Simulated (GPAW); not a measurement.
# SiC (Moissanite 6H) (P6_3mc) in GPAW: elastic constants with PBEsol+D3(BJ)

Aim: the elastic constants of SiC (Moissanite 6H) with PBEsol+D3(BJ).

Program: GPAW 26.7.0. These are calculated values, not measurements. Logs are shortened: lines on timing, memory, paths and dates and some standing lists are left out, and cuts for length are marked. The log counts tension as positive stress, the text compression.

## Step 1: The structure

The structure is hexagonal, space group P6_3mc (No. 186). Conventional cell: a = 3.095 Å, b = 3.095 Å, c = 15.170 Å, α = 90.00°, β = 90.00°, γ = 120.00°. Around Si (site symmetry 3m) lie 4 C at 1.90 Å. Si (site symmetry 3m) is surrounded by 4 C at 1.90 Å. Si (site symmetry 3m) has 4 C at 1.90 Å as nearest neighbours. C (site symmetry 3m) is surrounded by 4 Si at 1.90 Å. C (site symmetry 3m) is surrounded by 4 Si at 1.90 Å. C (site symmetry 3m) is surrounded by 4 Si at 1.90 Å.

## Step 2: Elastic constants, PBEsol+D3(BJ), 10.49 Å³/atom

run.py

```python
import json
import numpy as np
import spglib
from ase.calculators.mixing import SumCalculator
from ase.constraints import FixSymmetry
from ase.filters import FrechetCellFilter
from ase.io import read, write
from ase.optimize import BFGS
from ase.stress import full_3x3_to_voigt_6_stress, voigt_6_to_full_3x3_strain, voigt_6_to_full_3x3_stress
from ase.units import GPa
from dftd3.ase import DFTD3
from gpaw import GPAW, PW, setup_paths

setup_paths.insert(0, '.')

atoms = read('SiC.cif')

calc = GPAW(mode=PW(800),
            xc='PBEsol',
            kpts={'size': (6, 6, 1), 'gamma': True},
            occupations={'name': 'fermi-dirac', 'width': 0.05},
            nbands=46,
            convergence={'density': 1e-06, 'eigenstates': 1e-09},
            maxiter=150,
            txt='gpaw.txt')
atoms.calc = SumCalculator([calc, DFTD3(method='pbesol', damping='d3bj')])
atoms.set_constraint(FixSymmetry(atoms))
BFGS(FrechetCellFilter(atoms), trajectory='relax.traj', logfile='-').run(fmax=0.005, steps=40)
atoms.set_constraint()
energy = atoms.get_potential_energy()
forces = atoms.get_forces()
stress = atoms.get_stress()
calc.write('gs.gpw')
write('result.traj', atoms)
print('Cell:', atoms.cell.cellpar().round(4))
print(atoms.get_scaled_positions().round(5))

gpts = tuple(int(n) for n in calc.get_number_of_grid_points())
cell = atoms.cell[:].T
dataset = spglib.get_symmetry((atoms.cell[:], atoms.get_scaled_positions(), atoms.numbers), symprec=1e-4)
rotations = [cell @ w @ np.linalg.inv(cell) for w in dataset['rotations']]
strains, clamped, relaxed = [], [], []
for v in [0, 2, 3]:
    for e in (-0.005, 0.005):
        voigt = np.zeros(6)
        voigt[v] = e
        F = voigt_6_to_full_3x3_strain(voigt)
        a = atoms.copy()
        a.set_cell(atoms.cell[:] @ F, scale_atoms=True)
        c = GPAW(mode=PW(800),
                 xc='PBEsol',
                 kpts={'size': (6, 6, 1), 'gamma': True},
                 occupations={'name': 'fermi-dirac', 'width': 0.05},
                 nbands=46,
                 convergence={'density': 1e-06, 'eigenstates': 1e-09},
                 maxiter=150,
                 gpts=gpts,
                 txt=f'strain-{v}{e:+.3f}.txt')
        a.calc = SumCalculator([c, DFTD3(method='pbesol', damping='d3bj')])
        s0 = s1 = a.get_stress() - stress
        BFGS(a, logfile=None).run(fmax=0.003, steps=25)
        s1 = a.get_stress() - stress
        print(v, e, 'clamped', (s0 / GPa).round(3), 'relaxed', (s1 / GPa).round(3), flush=True)
        for R in rotations:  # images under the point group
            eps = R @ (F - np.eye(3)) @ R.T
            strains.append(full_3x3_to_voigt_6_stress(eps) * [1, 1, 1, 2, 2, 2])
            for s, rows in ((s0, clamped), (s1, relaxed)):
                rows.append(full_3x3_to_voigt_6_stress(R @ voigt_6_to_full_3x3_stress(s) @ R.T))

C0, C = (np.linalg.lstsq(np.array(strains), np.array(s), rcond=None)[0].T / GPa for s in (clamped, relaxed))
print('Clamped-ion Cij (GPa):')
print(C0.round(1))
print('Relaxed-ion Cij (GPa):')
print(C.round(1))
json.dump({'clamped': C0.tolist(), 'relaxed': C.tolist()}, open('elastic.json', 'w'))
```

SiC.cif

```cif
data_SiC
_cell_length_a 3.09500000
_cell_length_b 3.09500000
_cell_length_c 15.17000000
_cell_angle_alpha 90.00000000
_cell_angle_beta 90.00000000
_cell_angle_gamma 120.00000000
_space_group_name_H-M_alt 'P1'
_space_group_name_Hall 'P 1'
_space_group_IT_number 1
loop_
_space_group_symop_operation_xyz
'x,y,z'
loop_
_atom_site_label
_atom_site_type_symbol
_atom_site_symmetry_multiplicity
_atom_site_Wyckoff_symbol
_atom_site_fract_x
_atom_site_fract_y
_atom_site_fract_z
_atom_site_occupancy
Si1 Si 1 a 0.6666666667 0.3333333333 0.4583000000 1
Si2 Si 1 a 0.3333333333 0.6666666667 0.9583000000 1
Si3 Si 1 a 0.6666666667 0.3333333333 0.7917000000 1
Si4 Si 1 a 0.3333333333 0.6666666667 0.2917000000 1
Si5 Si 1 a 0.0000000000 0.0000000000 0.6250000000 1
Si6 Si 1 a 0.0000000000 0.0000000000 0.1250000000 1
C1 C 1 a 0.6666666667 0.3333333333 0.3333000000 1
C2 C 1 a 0.3333333333 0.6666666667 0.8333000000 1
C3 C 1 a 0.6666666667 0.3333333333 0.6667000000 1
C4 C 1 a 0.3333333333 0.6666666667 0.1667000000 1
C5 C 1 a 0.0000000000 0.0000000000 0.5000000000 1
C6 C 1 a 0.0000000000 0.0000000000 0.0000000000 1
```

Potentials or basis: PAW data sets generated in the run's folder for this functional, pw.

The run is started by

```sh
gpaw-setup -f PBEsol C Si
OMP_NUM_THREADS=1 python run.py
```

gpaw.txt:

```text
__  _  _
 | _ |_)|_||  |
 |__||  | ||/\| - 26.7.0

Input parameters:
  mode=PW(ecut=800.0),
  convergence={'density': 1e-06, 'eigenstates': 1e-09},
  kpts=MonkhorstPack(size=(6, 6, 1), gamma=True),
  maxiter=150,
  nbands=46,
  occupations=Occupations(name='fermi-dirac', width=0.05),
  xc=XC(name='PBEsol')

Diagonalizing LCAO Hamiltonian
Converting LCAO to pw mode

         Si

         C

            Si

            C
       Si

       C    Si
[... 9 lines left out ...]
Atoms  # Å, Bohr magnetons
|    | symbol |        x |         y |         z |    initial magnetic moments |
|----|--------|----------|-----------|-----------|-----------------------------|
|  0 |     Si | 1.547500 |  0.893450 |  6.952411 | ( 0.0000,  0.0000,  0.0000) |
|  1 |     Si | 0.000000 |  1.786899 | 14.537411 | ( 0.0000,  0.0000,  0.0000) |
|  2 |     Si | 1.547500 |  0.893450 | 12.010089 | ( 0.0000,  0.0000,  0.0000) |
|  3 |     Si | 0.000000 |  1.786899 |  4.425089 | ( 0.0000,  0.0000,  0.0000) |
|  4 |     Si | 0.000000 | -0.000000 |  9.481250 | ( 0.0000,  0.0000,  0.0000) |
|  5 |     Si | 0.000000 | -0.000000 |  1.896250 | ( 0.0000,  0.0000,  0.0000) |
|  6 |      C | 1.547500 |  0.893450 |  5.056161 | ( 0.0000,  0.0000,  0.0000) |
|  7 |      C | 0.000000 |  1.786899 | 12.641161 | ( 0.0000,  0.0000,  0.0000) |
|  8 |      C | 1.547500 |  0.893450 | 10.113839 | ( 0.0000,  0.0000,  0.0000) |
|  9 |      C | 0.000000 |  1.786899 |  2.528839 | ( 0.0000,  0.0000,  0.0000) |
| 10 |      C | 0.000000 | -0.000000 |  7.585000 | ( 0.0000,  0.0000,  0.0000) |
| 11 |      C | 0.000000 | -0.000000 | -0.000000 | ( 0.0000,  0.0000,  0.0000) |

Unit cell  # Å
| periodic |         x |        y |         z |   lengths |     angles |
|----------|-----------|----------|-----------|-----------|------------|
|      yes |  3.095000 | 0.000000 |  0.000000 |  3.095000 |  90.000000 |
|      yes | -1.547500 | 2.680349 |  0.000000 |  3.095000 |  90.000000 |
|      yes |  0.000000 | 0.000000 | 15.170000 | 15.170000 | 120.000000 |

Number of symmetries: 6
Symmetry operations  # r_c * U_cc + t_c -> r_c
|   | kind |            matrix            |
|---|------|------------------------------|
| 0 |  σ   |  1, 1, 0,  0,-1, 0,  0, 0, 1 |
| 1 |  E   |  1, 0, 0,  0, 1, 0,  0, 0, 1 |
| 2 |  C3  |  0, 1, 0, -1,-1, 0,  0, 0, 1 |
| 3 |  σ   |  0,-1, 0, -1, 0, 0,  0, 0, 1 |
| 4 |  σ   | -1, 0, 0,  1, 1, 0,  0, 0, 1 |
| 5 |  C3  | -1,-1, 0,  1, 0, 0,  0, 0, 1 |
[... 662 lines left out ...]
SCF iterations
|iter     | |      energy | eigst |  dens |
|---------|-|-------------|-------|-------|
|iter:   1| |  -95.354704 | -1.14 |       |
|iter:   2| |  -95.286085 | -3.62 | -1.67 |
|iter:   3| |  -95.144926 | -2.73 | -1.75 |
|iter:   4| |  -95.141640 | -4.11 | -2.36 |
|iter:   5| |  -95.141088c| -4.62 | -2.70 |
|iter:   6| |  -95.140867c| -5.29 | -3.03 |
|iter:   7| |  -95.140867c| -6.45 | -3.56 |
|iter:   8| |  -95.140869c| -7.31 | -4.02 |
|iter:   9| |  -95.140869c| -8.63 | -4.62 |
|iter:  10| |  -95.140869c| -9.15c| -5.26 |
|iter:  11| |  -95.140869c| -9.59c| -5.76 |
|iter:  12| |  -95.140869c|-10.15c| -5.88 |
|iter:  13| |  -95.140869c|-10.92c| -6.48c|

Converged in 13 steps
Energy contributions relative to reference atoms: (reference = -53367.952053)

Energy contributions:
  Kinetic:         100.278160
  Coulomb:         -84.828620
  Zero:             -0.083821
  External:          0.000000
  Xc:             -110.506588
  Entropy:          -0.000000
  Spinorbit:         0.000000
  ----------------------------
  Free energy:     -95.140869
  Extrapolated:    -95.140869
[... 28 lines left out ...]
Gap: 1.910 eV
Transition (v -> c):
  (s=0, k=0, n=23, [0.00, 0.00, 0.00]) -> (s=0, k=6, n=24, [0.50, 0.50, 0.00])
Direct/indirect transitions are different
Direct gap: 3.048 eV
Transition at: (s=0, k=6, n=23, [0.50, 0.50, 0.00])

Stress tensor  # eV/Ang^3
|         x |         y |         z |
|-----------|-----------|-----------|
| -0.010903 |  0.000000 |  0.000000 |
|  0.000000 | -0.010903 |  0.000000 |
|  0.000000 |  0.000000 | -0.006153 |

Forces  # eV/Ang
|        x |       y |        z |
|----------|---------|----------|
| -0.00000 | 0.00000 | -0.20455 |  # Si   0
|  0.00000 | 0.00000 | -0.20456 |  # Si   1
|  0.00000 | 0.00000 | -0.00246 |  # Si   2
|  0.00000 | 0.00000 | -0.00247 |  # Si   3
|  0.00000 | 0.00000 | -0.19371 |  # Si   4
| -0.00000 | 0.00000 | -0.19372 |  # Si   5
|  0.00000 | 0.00000 |  0.04879 |  # C    6
| -0.00000 | 0.00000 |  0.04880 |  # C    7
| -0.00000 | 0.00000 | -0.04119 |  # C    8
|  0.00000 | 0.00000 | -0.04118 |  # C    9
| -0.00000 | 0.00000 |  0.39319 |  # C   10
| -0.00000 | 0.00000 |  0.39320 |  # C   11
[... 238 lines left out ...]
Gap: 1.913 eV
Transition (v -> c):
  (s=0, k=0, n=23, [0.00, 0.00, 0.00]) -> (s=0, k=6, n=24, [0.50, 0.50, 0.00])
Direct/indirect transitions are different
Direct gap: 3.042 eV
Transition at: (s=0, k=6, n=23, [0.50, 0.50, 0.00])

Stress tensor  # eV/Ang^3
|         x |         y |         z |
|-----------|-----------|-----------|
| -0.017715 | -0.000000 |  0.000000 |
| -0.000000 | -0.017715 |  0.000000 |
|  0.000000 | -0.000000 | -0.013330 |

Forces  # eV/Ang
|        x |        y |        z |
|----------|----------|----------|
|  0.00000 |  0.00000 | -0.14008 |  # Si   0
| -0.00000 |  0.00000 | -0.14009 |  # Si   1
| -0.00000 |  0.00000 | -0.04579 |  # Si   2
|  0.00000 |  0.00000 | -0.04578 |  # Si   3
| -0.00000 | -0.00000 | -0.15788 |  # Si   4
|  0.00000 |  0.00000 | -0.15787 |  # Si   5
|  0.00000 |  0.00000 |  0.03908 |  # C    6
|  0.00000 |  0.00000 |  0.03909 |  # C    7
|  0.00000 |  0.00000 | -0.04807 |  # C    8
|  0.00000 |  0.00000 | -0.04807 |  # C    9
|  0.00000 | -0.00000 |  0.35281 |  # C   10
|  0.00000 |  0.00000 |  0.35281 |  # C   11
[... 169 lines left out ...]
poisson solver:
  ecut: 6400.0  # eV

xc functional:
  name: PBEsol with 2 nearest neighbor stencil

convergence crite
[... cut ...]
55c| -4.09 | -2.47 |
|iter:   4| |  -95.124709c| -6.01 | -3.28 |
|iter:   5| |  -95.124701c| -6.83 | -3.61 |
|iter:   6| |  -95.124701c| -7.69 | -4.08 |
|iter:   7| |  -95.124700c| -8.29 | -4.47 |
|iter:   8| |  -95.124700c| -9.61c| -4.91 |
|iter:   9| |  -95.124700c| -9.84c| -5.71 |
|iter:  10| |  -95.124700c|-10.16c| -5.88 |
|iter:  11| |  -95.124700c|-10.91c| -6.52c|

Converged in 11 steps
Energy contributions relative to reference atoms: (reference = -53367.952053)

Energy contributions:
  Kinetic:         106.738361
  Coulomb:         -89.815598
  Zero:             -0.089616
  External:          0.000000
  Xc:             -111.957848
  Entropy:          -0.000000
  Spinorbit:         0.000000
  ----------------------------
  Free energy:     -95.124700
  Extrapolated:    -95.124700
[... 28 lines left out ...]
Gap: 1.906 eV
Transition (v -> c):
  (s=0, k=0, n=23, [0.00, 0.00, 0.00]) -> (s=0, k=6, n=24, [0.50, 0.50, 0.00])
Direct/indirect transitions are different
Direct gap: 3.014 eV
Transition at: (s=0, k=6, n=23, [0.50, 0.50, 0.00])

Stress tensor  # eV/Ang^3
|         x |         y |         z |
|-----------|-----------|-----------|
| -0.023796 | -0.000000 | -0.000000 |
| -0.000000 | -0.023796 | -0.000000 |
| -0.000000 | -0.000000 | -0.024735 |

Forces  # eV/Ang
|        x |        y |        z |
|----------|----------|----------|
|  0.00000 |  0.00000 |  0.03349 |  # Si   0
| -0.00000 | -0.00000 |  0.03349 |  # Si   1
| -0.00000 |  0.00000 | -0.01585 |  # Si   2
|  0.00000 |  0.00000 | -0.01585 |  # Si   3
| -0.00000 | -0.00000 |  0.02347 |  # Si   4
|  0.00000 |  0.00000 |  0.02347 |  # Si   5
| -0.00000 |  0.00000 | -0.01141 |  # C    6
|  0.00000 |  0.00000 | -0.01141 |  # C    7
|  0.00000 |  0.00000 | -0.02023 |  # C    8
| -0.00000 |  0.00000 | -0.02023 |  # C    9
|  0.00000 |  0.00000 | -0.00944 |  # C   10
|  0.00000 |  0.00000 | -0.00943 |  # C   11
[... 236 lines left out ...]
Gap: 1.908 eV
Transition (v -> c):
  (s=0, k=0, n=23, [0.00, 0.00, 0.00]) -> (s=0, k=6, n=24, [0.50, 0.50, 0.00])
Direct/indirect transitions are different
Direct gap: 3.016 eV
Transition at: (s=0, k=6, n=23, [0.50, 0.50, 0.00])

Stress tensor  # eV/Ang^3
|         x |         y |         z |
|-----------|-----------|-----------|
| -0.023932 | -0.000000 | -0.000000 |
| -0.000000 | -0.023932 |  0.000000 |
| -0.000000 |  0.000000 | -0.024584 |

Forces  # eV/Ang
|        x |        y |        z |
|----------|----------|----------|
|  0.00000 | -0.00000 |  0.01067 |  # Si   0
| -0.00000 |  0.00000 |  0.01065 |  # Si   1
| -0.00000 |  0.00000 |  0.00155 |  # Si   2
|  0.00000 | -0.00000 |  0.00159 |  # Si   3
| -0.00000 |  0.00000 |  0.01022 |  # Si   4
|  0.00000 |  0.00000 |  0.01024 |  # Si   5
| -0.00000 |  0.00000 | -0.00576 |  # C    6
|  0.00000 | -0.00000 | -0.00575 |  # C    7
|  0.00000 | -0.00000 | -0.00808 |  # C    8
|  0.00000 |  0.00000 | -0.00810 |  # C    9
|  0.00000 |  0.00000 | -0.00856 |  # C   10
|  0.00000 |  0.00000 | -0.00856 |  # C   11
[... 236 lines left out ...]
Gap: 1.910 eV
Transition (v -> c):
  (s=0, k=0, n=23, [0.00, 0.00, 0.00]) -> (s=0, k=6, n=24, [0.50, 0.50, 0.00])
Direct/indirect transitions are different
Direct gap: 3.018 eV
Transition at: (s=0, k=6, n=23, [0.50, 0.50, 0.00])

Stress tensor  # eV/Ang^3
|         x |         y |         z |
|-----------|-----------|-----------|
| -0.024142 | -0.000000 |  0.000000 |
| -0.000000 | -0.024142 |  0.000000 |
|  0.000000 | -0.000000 | -0.024504 |

Forces  # eV/Ang
|        x |        y |        z |
|----------|----------|----------|
|  0.00000 | -0.00000 |  0.00031 |  # Si   0
| -0.00000 |  0.00000 |  0.00030 |  # Si   1
|  0.00000 |  0.00000 |  0.00294 |  # Si   2
|  0.00000 | -0.00000 |  0.00294 |  # Si   3
|  0.00000 |  0.00000 |  0.00113 |  # Si   4
|  0.00000 | -0.00000 |  0.00113 |  # Si   5
|  0.00000 |  0.00000 | -0.00125 |  # C    6
| -0.00000 | -0.00000 | -0.00125 |  # C    7
|  0.00000 | -0.00000 | -0.00169 |  # C    8
|  0.00000 |  0.00000 | -0.00169 |  # C    9
|  0.00000 | -0.00000 | -0.00136 |  # C   10
| -0.00000 | -0.00000 | -0.00136 |  # C   11

# Writing to gs.gpw (mode='')
```

Wall time 41 min (1 thread of Arm Neoverse V1, shared host); peak memory 1 GiB.

Results:

```yaml
Free_energy: -98.0616 eV
Relaxed_volume: 10.22 Å³/atom
Relaxed_cell: a = 3.068 Å, b = 3.068 Å, c = 15.044 Å, α = 90.00°, β = 90.00°, γ = 120.00°
Space_group_after_relaxing_to_0.05_Å: P6_3mc (No. 186)
Pressure_after_relaxing: 0.0 GPa
Band_gap_on_the_k_mesh: 1.91 eV, indirect (least direct gap 3.02 eV)
Voigt_bulk_modulus: 230 GPa
Bulk_modulus_Hill: 230 GPa
Shear_modulus_Hill: 188 GPa
Young's_modulus: 442 GPa
Poisson's_ratio_from_the_elastic_constants: 0.18
Dispersion_energy_per_atom: -0.245 eV
```

Caveat: the k mesh is coarse; the density grid can change from cell to cell, which puts small steps into energies and stress; an odd mesh through Γ misses points on the zone boundary, where band edges often lie.
